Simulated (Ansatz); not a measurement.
# Ta: relaxing cell and atoms and elastic constants, part 2 of 2

Aim: for Ta, 2 runs in a chain (relaxing cell and atoms and elastic constants).

Ansatz 0.2.0; DFT LDA, scalar-relativistic, plane waves, PAW. Earlier steps stand in the parts before.

## (3) Elastic constants

It takes the final geometry of step 2.

File input.yaml:

```yaml
crystal:
  lattice:
    - [-1.6265705318, 1.6265705318, 1.6265705318]
    - [1.6265705318, -1.6265705318, 1.6265705318]
    - [1.6265705318, 1.6265705318, -1.6265705318]
  atoms:
    - { symbol: Ta, position: [0.0, 0.0, 0.0] }
scf:
  occupations: { method: gaussian, width: 0.1 }
output:
  forces: true
  stress: true
  eigenvalues: true
hamiltonian:
  xc: lda
kpoints:
  mp_grid: { grid: [24, 24, 24] }
elastic: {}
```

On the command line:

```
$ ansatz run input.yaml --threads 2 --pin off --max-ram 14336MiB --backend cpu --events-out ev --progress --plain --runs-dir out
```

Standard output:

```text
Warning: RAYON_NUM_THREADS=2 ignored (pool sized by the plan → 2); use --threads N
Engine: ansatz 0.2.0, x86_64-unknown-linux-gnu
Pseudopotentials: kind: paw
Pseudopotential: Ta, paw, valence charge 13, recommended cutoff 420 eV (normal), Ta.paw.azcp
Functional definition: SPW92
  exchange = slater_x
  correlation = pw_c
Crystal: 1 atoms, lattice volume = 17.214 Å³
Basis set: ecut = 420 eV, 321 PW (Γ)
Bands: 11, of which v1, the nominal top of the filled ones, is band 7 counted from 1 (6 counted from 0)
Symmetry: 48 space group operations
Space group: Im-3m (ITA 229), of the structure as read, at distance tolerance 2.6e-5 Å
k-points: 413 of 13824
Non-local potential: Ta, projectors of the file, l = 0: 3, l = 1: 2, l = 2: 2, l = 3: 1
PAW form: soft (Blöchl's): semilocal exchange-correlation on the pseudo side does not see the compensation charge
PAW frozen core: Ta, regenerated for the run's functional, and the local potential with it (the file was generated under x = pbe(κ = 0.804, μ = 0.2195149727645171), c = pbe(β = 0.06672455060314922))
PAW one-centre angular grid: Ta, 590 points (default); XC on 64 Gauss nodes
Initial density: superposition of atomic densities (neutral atoms: chi_scale 0, normalization atom), corrected by the library's trained network
Initial wavefunctions: pseudopotential atomic-orbital guess
Functional: x = slater, c = lda
SCF iter   1: F=—  HF=-9682.615569 eV  |F-HF|=—  |Δ(HF+E_count)|=         —  Δρ=5.01e-3  dr2=3.14e-3  ethr=1.77e-3  ⟨swp⟩=5.2  Hψ=25675  notcnv=0
preconditioner: auto → none  [metal: Δε(μ)=0.010 eV  Ē_g=8.650 eV  σ=0.100 eV  W_gap=0.06  n_scr=0 (ndim 8)  ℏωp=20.0 eV  f_vac=0.000  D(μ)=1.12/eV (n_scr^D=12)]
SCF iter   2: F=—  HF=-9682.614402 eV  |F-HF|=—  |Δ(HF+E_count)|=   1.17e-3  Δρ=2.08e-3  dr2=3.23e-4  ethr=2.41e-5  ⟨swp⟩=1.5  Hψ=8366  notcnv=0
SCF iter   3: F=—  HF=-9682.614385 eV  |F-HF|=—  |Δ(HF+E_count)|=   1.68e-5  Δρ=4.73e-4  dr2=1.20e-5  ethr=2.48e-6  ⟨swp⟩=1.2  Hψ=4560  notcnv=0
SCF iter   4: F=—  HF=-9682.614386 eV  |F-HF|=—  |Δ(HF+E_count)|=   9.06e-7  Δρ=2.11e-5  dr2=3.49e-8  ethr=9.19e-8  ⟨swp⟩=1.3  Hψ=4649  notcnv=0
SCF iter   5: F=—  HF=-9682.614386 eV  |F-HF|=—  |Δ(HF+E_count)|=   4.60e-7  Δρ=5.30e-6  dr2=5.50e-9  ethr=2.69e-10  ⟨swp⟩=2.3  Hψ=7315  notcnv=0
SCF iter   6: F=—  HF=-9682.614386 eV  |F-HF|=—  |Δ(HF+E_count)|=   2.75e-9  Δρ=1.07e-6  dr2=2.20e-10  ethr=4.23e-11  ⟨swp⟩=2.1  Hψ=6487  notcnv=0
SCF iter   7: F=—  HF=-9682.614386 eV  |F-HF|=—  |Δ(HF+E_count)|=  1.04e-10  Δρ=1.36e-7  dr2=1.34e-12  ethr=1.69e-12  ⟨swp⟩=2.1  Hψ=6644  notcnv=0
SCF iter   8: F=-9682.614386 eV  HF=-9682.614386 eV  |F-HF|=1.82e-12  |Δ(HF+E_count)|=  1.82e-12  Δρ=1.02e-8  dr2=1.20e-14  ethr=1.00e-12  ⟨swp⟩=5.5  Hψ=15486  notcnv=0
SCF 1 converged in 8 iterations: F = -9682.614386 eV  dr2 = 1.20e-14
Crystal: 1 atoms, lattice volume = 17.145 Å³
Symmetry: 16 space group operations
k-points: 1063 of 13824
Initial density: handed on by an earlier stage of this run
Initial wavefunctions: those handed on with the density
iter 1 solved again at ethr=1.05e-7 eV; its pass at ethr=3.10e-3 eV (dr2=1.36e-5 eV) is discarded
SCF iter   1: F=—  HF=-9682.614122 eV  |F-HF|=—  |Δ(HF+E_count)|=         —  Δρ=3.44e-4  dr2=9.57e-6  ethr=1.05e-7  ⟨swp⟩=3.0  Hψ=83739  notcnv=0  defer=183
preconditioner: auto → none  [metal: Δε(μ)=0.008 eV  Ē_g=8.698 eV  σ=0.100 eV  W_gap=0.05  n_scr=0 (ndim 8)  ℏωp=20.1 eV  f_vac=0.000  D(μ)=1.11/eV (n_scr^D=12)]
SCF iter   2: F=—  HF=-9682.614122 eV  |F-HF|=—  |Δ(HF+E_count)|=   4.43e-7  Δρ=1.58e-4  dr2=1.72e-6  ethr=7.36e-8  ⟨swp⟩=1.0  Hψ=11390  notcnv=0  defer=183
SCF iter   3: F=—  HF=-9682.614122 eV  |F-HF|=—  |Δ(HF+E_count)|=   2.84e-7  Δρ=1.41e-5  dr2=1.62e-8  ethr=1.32e-8  ⟨swp⟩=1.0  Hψ=11390  notcnv=0  defer=183
SCF iter   4: F=—  HF=-9682.614122 eV  |F-HF|=—  |Δ(HF+E_count)|=   6.70e-9  Δρ=1.85e-6  dr2=3.13e-10  ethr=1.25e-10  ⟨swp⟩=2.8  Hψ=18189  notcnv=0  defer=183
SCF iter   5: F=—  HF=-9682.614122 eV  |F-HF|=—  |Δ(HF+E_count)|=  2.73e-11  Δρ=4.15e-7  dr2=6.46e-12  ethr=2.41e-12  ⟨swp⟩=2.1  Hψ=17042  notcnv=0  defer=183
SCF iter   6: F=—  HF=-9682.614122 eV  |F-HF|=—  |Δ(HF+E_count)|=  1.46e-11  Δρ=3.16e-8  dr2=1.73e-13  ethr=4.97e-14 (applied; sched 1.00e-12)  ⟨swp⟩=2.1  Hψ=17751  notcnv=0  defer=301
SCF iter   7: F=-9682.614122 eV  HF=-9682.614122 eV  |F-HF|=3.64e-12  |Δ(HF+E_count)|=  3.64e-12  Δρ=9.98e-10  dr2=4.33e-17  ethr=1.00e-12  ⟨swp⟩=4.0  Hψ=34478  notcnv=0
SCF 2 converged in 7 iterations: F = -9682.614122 eV  dr2 = 4.33e-17
Crystal: 1 atoms, lattice volume = 17.283 Å³
iter 1 solved again at ethr=1.22e-9 eV; its pass at ethr=3.10e-3 eV (dr2=1.58e-7 eV) is discarded
SCF iter   1: F=—  HF=-9682.614107 eV  |F-HF|=—  |Δ(HF+E_count)|=         —  Δρ=2.08e-4  dr2=1.58e-7  ethr=1.22e-9  ⟨swp⟩=1.9  Hψ=76412  notcnv=0  defer=138
preconditioner: auto → none  [metal: Δε(μ)=0.003 eV  Ē_g=8.630 eV  σ=0.100 eV  W_gap=0.02  n_scr=0 (ndim 8)  ℏωp=20.0 eV  f_vac=0.000  D(μ)=1.13/eV (n_scr^D=12)]
SCF iter   2: F=—  HF=-9682.614110 eV  |F-HF|=—  |Δ(HF+E_count)|=   2.48e-6  Δρ=1.04e-4  dr2=3.91e-8  ethr=1.21e-9  ⟨swp⟩=1.0  Hψ=11392  notcnv=0  defer=138
SCF iter   3: F=—  HF=-9682.614111 eV  |F-HF|=—  |Δ(HF+E_count)|=   8.27e-7  Δρ=4.59e-7  dr2=2.58e-11  ethr=3.01e-10  ⟨swp⟩=1.0  Hψ=11392  notcnv=0  defer=138
SCF iter   4: F=—  HF=-9682.614111 eV  |F-HF|=—  |Δ(HF+E_count)|=  1.82e-11  Δρ=5.10e-8  dr2=1.32e-13  ethr=1.98e-13 (applied; sched 1.00e-12)  ⟨swp⟩=2.0  Hψ=17812  notcnv=0  defer=286
SCF iter   5: F=-9682.614111 eV  HF=-9682.614111 eV  |F-HF|=3.64e-12  |Δ(HF+E_count)|=  1.09e-11  Δρ=1.06e-8  dr2=5.53e-15  ethr=1.00e-12  ⟨swp⟩=4.0  Hψ=32610  notcnv=0
SCF 3 converged in 5 iterations: F = -9682.614111 eV  dr2 = 5.53e-15
Crystal: 1 atoms, lattice volume = 17.248 Å³
SCF iter   1: F=—  HF=-9682.614315 eV  |F-HF|=—  |Δ(HF+E_count)|=         —  Δρ=2.60e-5  dr2=2.41e-9  ethr=1.00e-12  ⟨swp⟩=8.1  Hψ=83685  notcnv=0  defer=172
preconditioner: auto → none  [metal: Δε(μ)=0.005 eV  Ē_g=8.647 eV  σ=0.100 eV  W_gap=0.03  n_scr=0 (ndim 8)  ℏωp=20.0 eV  f_vac=0.000  D(μ)=1.12/eV (n_scr^D=12)]
SCF iter   2: F=—  HF=-9682.614315 eV  |F-HF|=—  |Δ(HF+E_count)|=   3.86e-8  Δρ=1.30e-5  dr2=6.01e-10  ethr=1.00e-12  ⟨swp⟩=1.0  Hψ=20200  notcnv=0  defer=170
SCF iter   3: F=-9682.614315 eV  HF=-9682.614315 eV  |F-HF|=3.64e-12  |Δ(HF+E_count)|=   1.29e-8  Δρ=3.00e-9  dr2=9.64e-16  ethr=1.00e-12  ⟨swp⟩=3.1  Hψ=37687  notcnv=0
SCF 4 converged in 3 iterations: F = -9682.614315 eV  dr2 = 9.64e-16
Crystal: 1 atoms, lattice volume = 17.179 Å³
SCF iter   1: F=—  HF=-9682.614322 eV  |F-HF|=—  |Δ(HF+E_count)|=         —  Δρ=5.00e-5  dr2=8.83e-9  ethr=1.00e-12  ⟨swp⟩=8.4  Hψ=84241  notcnv=0  defer=121
preconditioner: auto → none  [metal: Δε(μ)=0.006 eV  Ē_g=8.681 eV  σ=0.100 eV  W_gap=0.03  n_scr=0 (ndim 8)  ℏωp=20.0 eV  f_vac=0.000  D(μ)=1.11/eV (n_scr^D=12)]
SCF iter   2: F=—  HF=-9682.614323 eV  |F-HF|=—  |Δ(HF+E_count)|=   1.42e-7  Δρ=2.50e-5  dr2=2.21e-9  ethr=1.00e-12  ⟨swp⟩=1.0  Hψ=20198  notcnv=0  defer=120
SCF iter   3: F=-9682.614323 eV  HF=-9682.614323 eV  |F-HF|=1.82e-12  |Δ(HF+E_count)|=   4.74e-8  Δρ=5.59e-9  dr2=5.63e-15  ethr=1.00e-12  ⟨swp⟩=3.1  Hψ=39391  notcnv=0
SCF 5 converged in 3 iterations: F = -9682.614323 eV  dr2 = 5.63e-15
Symmetry: 8 space group operations
k-points: 1963 of 13824
iter 1 solved again at ethr=1.75e-7 eV; its pass at ethr=3.10e-3 eV (dr2=2.27e-5 eV) is discarded
SCF iter   1: F=—  HF=-9682.614331 eV  |F-HF|=—  |Δ(HF+E_count)|=         —  Δρ=5.39e-4  dr2=4.08e-5  ethr=1.75e-7  ⟨swp⟩=2.0  Hψ=141471  notcnv=0  defer=317
eigensolver tolerance schedule calibrated: the retry pair's looser diagonalisation under-reported the residual by θ = 0.44 (0.10/decade); ethr = c·dr2/N_el runs at the constant in force after the calibration composes with the one it found (an armed cap, an earlier calibration), c = 9.2e-2
preconditioner: auto → none  [metal: Δε(μ)=0.004 eV  Ē_g=8.664 eV  σ=0.100 eV  W_gap=0.02  n_scr=0 (ndim 8)  ℏωp=20.0 eV  f_vac=0.000  D(μ)=1.12/eV (n_scr^D=12)]
SCF iter   2: F=—  HF=-9682.614317 eV  |F-HF|=—  |Δ(HF+E_count)|=   1.48e-5  Δρ=1.62e-4  dr2=2.30e-6  ethr=1.75e-7  ⟨swp⟩=2.7  Hψ=32519  notcnv=0  defer=317
SCF iter   3: F=—  HF=-9682.614316 eV  |F-HF|=—  |Δ(HF+E_count)|=   6.34e-7  Δρ=3.80e-5  dr2=7.46e-8  ethr=1.63e-8  ⟨swp⟩=1.7  Hψ=24830  notcnv=0  defer=317
SCF iter   4: F=—  HF=-9682.614316 eV  |F-HF|=—  |Δ(HF+E_count)|=   1.66e-7  Δρ=8.13e-7  dr2=6.64e-11  ethr=5.28e-10  ⟨swp⟩=1.1  Hψ=21393  notcnv=0  defer=317
SCF iter   5: F=—  HF=-9682.614316 eV  |F-HF|=—  |Δ(HF+E_count)|=  4.73e-11  Δρ=1.74e-7  dr2=1.31e-12  ethr=4.70e-13 (applied; sched 1.00e-12)  ⟨swp⟩=2.0  Hψ=33899  notcnv=0  defer=449
SCF iter   6: F=—  HF=-9682.614316 eV  |F-HF|=—  |Δ(HF+E_count)|=  1.82e-12  Δρ=2.88e-8  dr2=1.10e-13  ethr=1.00e-12  ⟨swp⟩=4.9  Hψ=71640  notcnv=0
SCF iter   7: F=-9682.614316 eV  HF=-9682.614316 eV  |F-HF|=0.00e0  |Δ(HF+E_count)|=    0.00e0  Δρ=5.05e-9  dr2=2.83e-15  ethr=1.00e-12  ⟨swp⟩=4.0  Hψ=60050  notcnv=0
SCF 6 converged in 7 iterations: F = -9682.614316 eV  dr2 = 2.83e-15
iter 1 solved again at ethr=5.02e-10 eV; its pass at ethr=3.10e-3 eV (dr2=6.52e-8 eV) is discarded
SCF iter   1: F=—  HF=-9682.614315 eV  |F-HF|=—  |Δ(HF+E_count)|=         —  Δρ=1.31e-4  dr2=6.52e-8  ethr=5.02e-10  ⟨swp⟩=1.6  Hψ=137062  notcnv=0  defer=229
preconditioner: auto → none  [metal: Δε(μ)=0.002 eV  Ē_g=8.664 eV  σ=0.100 eV  W_gap=0.01  n_scr=0 (ndim 8)  ℏωp=20.0 eV  f_vac=0.000  D(μ)=1.12/eV (n_scr^D=12)]
SCF iter   2: F=—  HF=-9682.614316 eV  |F-HF|=—  |Δ(HF+E_count)|=   9.81e-7  Δρ=6.57e-5  dr2=1.59e-8  ethr=5.02e-10  ⟨swp⟩=1.0  Hψ=21081  notcnv=0  defer=229
SCF iter   3: F=—  HF=-9682.614316 eV  |F-HF|=—  |Δ(HF+E_count)|=   3.27e-7  Δρ=6.96e-7  dr2=2.56e-11  ethr=1.23e-10  ⟨swp⟩=1.0  Hψ=21081  notcnv=0  defer=229
SCF iter   4: F=—  HF=-9682.614316 eV  |F-HF|=—  |Δ(HF+E_count)|=  1.46e-11  Δρ=5.64e-8  dr2=1.26e-13  ethr=1.97e-13 (applied; sched 1.00e-12)  ⟨swp⟩=2.0  Hψ=31554  notcnv=0  defer=488
SCF iter   5: F=-9682.614316 eV  HF=-9682.614316 eV  |F-HF|=1.82e-12  |Δ(HF+E_count)|=    0.00e0  Δρ=1.08e-8  dr2=5.25e-15  ethr=1.00e-12  ⟨swp⟩=4.0  Hψ=60510  notcnv=0
SCF 7 converged in 5 iterations: F = -9682.614316 eV  dr2 = 5.25e-15
SCF iter   1: F=—  HF=-9682.614369 eV  |F-HF|=—  |Δ(HF+E_count)|=         —  Δρ=3.83e-5  dr2=5.20e-9  ethr=1.00e-12  ⟨swp⟩=7.8  Hψ=150747  notcnv=0  defer=306
preconditioner: auto → none  [metal: Δε(μ)=0.006 eV  Ē_g=8.664 eV  σ=0.100 eV  W_gap=0.04  n_scr=0 (ndim 8)  ℏωp=20.0 eV  f_vac=0.000  D(μ)=1.12/eV (n_scr^D=12)]
SCF iter   2: F=—  HF=-9682.614369 eV  |F-HF|=—  |Δ(HF+E_count)|=   8.37e-8  Δρ=1.92e-5  dr2=1.30e-9  ethr=1.00e-12  ⟨swp⟩=1.0  Hψ=37300  notcnv=0  defer=305
SCF iter   3: F=-9682.614369 eV  HF=-9682.614369 eV  |F-HF|=1.82e-12  |Δ(HF+E_count)|=   2.79e-8  Δρ=2.07e-8  dr2=6.87e-14  ethr=1.00e-12  ⟨swp⟩=3.1  Hψ=69278  notcnv=0
SCF 8 converged in 3 iterations: F = -9682.614369 eV  dr2 = 6.87e-14
SCF iter   1: F=—  HF=-9682.614369 eV  |F-HF|=—  |Δ(HF+E_count)|=         —  Δρ=3.83e-5  dr2=5.20e-9  ethr=1.00e-12  ⟨swp⟩=7.8  Hψ=153339  notcnv=0  defer=204
SCF iter   2: F=—  HF=-9682.614369 eV  |F-HF|=—  |Δ(HF+E_count)|=   8.37e-8  Δρ=1.92e-5  dr2=1.30e-9  ethr=1.00e-12  ⟨swp⟩=1.0  Hψ=37301  notcnv=0  defer=203
SCF iter   3: F=-9682.614369 eV  HF=-9682.614369 eV  |F-HF|=5.46e-12  |Δ(HF+E_count)|=   2.79e-8  Δρ=2.07e-8  dr2=6.87e-14  ethr=1.00e-12  ⟨swp⟩=3.1  Hψ=69616  notcnv=0
SCF 9 converged in 3 iterations: F = -9682.614369 eV  dr2 = 6.87e-14
SCF converged after 8 iterations
Free energy (F): -9682.614386 eV
Harris-Foulkes:  -9682.614386 eV  (|F-HF|=1.82e-12)
Internal energy: -9682.608814 eV  (E = F + TS)
E sigma→0 (E₀):  -9682.611600 eV
Entropy (-TS):   -0.005573 eV (-5.573 meV/atom)
Fermi energy:    19.254185 eV
--- Per-component energies (eV) ---
  E_band       = -94.623826
  E_kinetic    = 367.998046
  E_local      = -527.910061  (includes V_loc(G=0)·N_el)
  E_nonlocal   = 21.179395
  E_hartree    = 183.688790
  E_xc         = -217.420845
  E_vxc        = -204.821121  (∫ρ·V_xc dr)
  E_paw        = -8149.223272  (= ΣΔE_a)
  E_vpaw       = -118.447801  (= ΣTr[D̂ρ^β])
  E_aug_tail   = 0.000134  (compensation charges beyond the density's cutoff)
  E_ewald      = -1361.179904
  E_core_change = 0.258903  (= ΣΔE_core)
  E_smearing   = -0.005573  (= −TS)
  E_closure    = 0.000000  (closes the sum)
  Σ components = -9682.614386   (vs F -9682.614386, Δ=0.00e0)
--- Forces (eV/Å), atoms counted from 1 ---
  atom   1  Ta     0.00000000    -0.00000000     0.00000000
  max |Σ_I F_I| component: 2.96e-31 eV/Å
--- Stress (GPa, compression-positive) ---
       -0.017470       0.000000      -0.000000
       -0.000000      -0.017470       0.000000
       -0.000000       0.000000      -0.017470
  P = ⅓ Tr σ = -0.0175 GPa (-0.175 kbar)
--- Band table (eV; the first three rows and the last of 413) ---
  k-point 0: bands = ["-47.6897", "-13.5606", "-13.5606", "-13.5606", "11.2336", "19.9431", "19.9431", "19.9431", "23.3623", "23.3623", "34.1626"]
  k-point 1: bands = ["-47.6873", "-13.5863", "-13.5684", "-13.5608", "11.3162", "19.8889", "19.9296", "20.0242", "23.2685", "23.3620", "34.2389"]
  k-point 2: bands = ["-47.6803", "-13.6609", "-13.5913", "-13.5613", "11.5589", "19.7341", "19.8783", "20.2661", "23.0391", "23.3638", "34.4505"]
  k-point 412: bands = ["-47.4425", "-14.5098", "-14.5098", "-14.5098", "15.1833", "15.1833", "26.4318", "26.4318", "26.4318", "28.3610", "28.3610"]
--- Elastic constants: 2 strain directions × 4 members + reference (group order 48) ---
  dense FFT box of the reference and of every strained cell: 20×20×20
  strains applied: 11, 23; error gains: componentwise 1.00 (the most a stress slope's error grows in a printed constant), spectral 1.73 (1 for all six strains in a standard setting)
  C = ∂σ_k/∂η_j (tension-positive GPa; Voigt order 11 22 33 23 13 12):
       314.044    173.831    173.831      0.000      0.000      0.000
       173.831    314.044    173.831     -0.000      0.000      0.000
       173.831    173.831    314.044      0.000      0.000      0.000
         0.000     -0.000      0.000     81.891     -0.000     -0.000
         0.000     -0.000      0.000      0.000     81.891     -0.000
        -0.000      0.000     -0.000     -0.000     -0.000     81.891
  reference stress σ⁰ (GPa):      0.017      0.017      0.017     -0.000      0.000     -0.000
  C* (energy form; C + prestress term) asymmetry max|C*_kj − C*_jk| = 6.717e-16 GPa — a small one proves nothing (zero by symmetry where the batch's group is 432, −43m or m−3m); a large one is finite-difference/SCF noise where every solve meets its electron count
  moduli (Voigt/Reuss/Hill, GPa): K = 220.57/220.57/220.57   G = 77.18/76.73/76.95   E = 206.81   ν = 0.344
  mechanically stable: yes (min eigenvalue of sym C = 81.89 GPa)
  strain η (Voigt 11):  stress-route row diagonal C_11 = 314.04 GPa, energy-path curvature d²(F+E_count+ΔE)/dδ²/Ω₀ = 313.78 GPa
    cells at ±δ against ±2δ: C11 314.03 and 313.97 GPa, apart by 0.02 % of the column's largest entry
         δ    σ_11 (GPa)             F (eV)   n_scf  n_hpsi   n_pw
    -4.000e-3      -1.2549       -9682.6141218       7  206793    370
    -2.000e-3      -0.6147       -9682.6143226       3  156656    370
     2.000e-3       0.6414       -9682.6143152       3  154388    370
     4.000e-3       1.2568       -9682.6141107       5  162446    370
  strain η (Voigt 23):  stress-route row diagonal C_44 = 81.89 GPa, energy-path curvature d²(F+E_count+ΔE)/dδ²/Ω₀ = 81.71 GPa
    cells at ±δ against ±2δ: C44 81.86 and 81.75 GPa, apart by 0.13 % of the column's largest entry
         δ    σ_23 (GPa)             F (eV)   n_scf  n_hpsi   n_pw
    -4.000e-3      -0.3270       -9682.6143159       7  409468    370
    -2.000e-3      -0.1637       -9682.6143689       3  283898    370
     2.000e-3       0.1637       -9682.6143689       3  280985    370
     4.000e-3       0.3270       -9682.6143159       5  294922    370
```

Run time: 63 s. Hardware: 2 threads of Intel Xeon Platinum 8259CL at 2.50GHz (Skylake/Cascade Lake), shared host; peak memory 0.73 GiB.

What follows for a polycrystal (Hill averages; density 17.455 g/cm³):

| quantity | value |
| --- | --- |
| bulk modulus B | 220.6 GPa |
| shear modulus G | 77.0 GPa |
| B/G | 2.87 |
| universal anisotropy index | 0.03 |
| sound speeds v_l, v_t | 4303, 2100 m/s |
| Debye temperature Θ | 272 K |

Young's modulus by Cartesian direction:

```tsv
direction	E (GPa)
(1, 0, 0)	190
(0, 1, 0)	190
(0, 0, 1)	190
(1, 1, 0)	211
(1, 0, 1)	211
(0, 1, 1)	211
(1, 1, 1)	219
```

## (4) The runs side by side

This closing draws on all 2 parts.

```
step  volume (Å³/atom)  pressure (GPa)  energy (eV)  gap on the mesh (eV)  time
   2             17.21             0.0    -9682.612                  0.00  25 s
```

```
                           quantity                                                                      value
relaxed cell, step 2 (conventional)  a = 3.253 Å, b = 3.253 Å, c = 3.253 Å, α = 90.00°, β = 90.00°, γ = 90.00°
        C11, C12, C44 (relaxed-ion)                                                           314, 174, 82 GPa
       B, G, E (Hill) (relaxed-ion)                                                           221, 77, 207 GPa
        Poisson ratio (relaxed-ion)                                                                       0.34
                  Debye temperature                                                                      272 K
```

In words: The tensor is positive definite (least eigenvalue 82 GPa), so the crystal resists every homogeneous strain. B/G = 2.87 lies over 1.75, which by Pugh's rule of thumb suggests ductile behaviour; the elastic response is close to isotropic. A measured bulk modulus of Ta is 194 GPa (quoted in “Refinement of the equation of state of tantalum”, 2004, arxiv:cond-mat/0403080); the calculated 221 GPa misses it by +13.7 %. The run is for a static lattice at zero temperature. Spin-orbit coupling is left out for Ta.
